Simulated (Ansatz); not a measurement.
Au:

```xyz
1
Lattice="0.0000 2.0350 2.0350 2.0350 0.0000 2.0350 2.0350 2.0350 0.0000" Properties=species:S:1:pos:R:3 pbc="T T T"
Au    0.0000    0.0000    0.0000
```

```yaml
Program: Ansatz 0.2.0
Task: relaxation of cell and atoms
Functional: HSEsol
Potentials_or_basis: Ansatz PAW
Cutoff: "420 eV (not typed: the program's choice for these potentials)"
k_mesh: 6 × 6 × 6
Occupations: fermi-dirac, width 0.05 eV
Spin: no spin polarisation
```

At the start: volume 16.85 Å³/atom.

Q: Where does the relaxation end?

A: It ends after 4 steps and the volume is 17.12 Å³/atom (+1.5 %); space group Fm-3m (No. 225, to 0.05 Å).

The path:
```
step  energy change (eV)  largest force (eV/Å)  volume (Å³)
   1              0.0000                0.0000        16.85
   2             -0.0019                0.0000        17.13
   3             -0.0020                0.0000        17.12
   4             -0.0022                0.0000        17.12
```

Final structure:
```yaml
crystal:
  lattice:
    - [0.00000, 2.04545, 2.04545]
    - [2.04545, 0.00000, 2.04545]
    - [2.04545, 2.04545, 0.00000]
  atoms:
    - { symbol: Au, position: [0.00000, 0.00000, 0.00000] }
```

Caveat: the k mesh is coarse (spacing up to 0.45 Å⁻¹), so the values aren't converged, least of all with exact exchange; the plane-wave basis is chosen anew once the cell has moved, so the energies of steps on either side of that aren't comparable; the PAW data sets come from PBE, with cores solved anew for the run's functional, which leaves a small shift of forces and pressure.
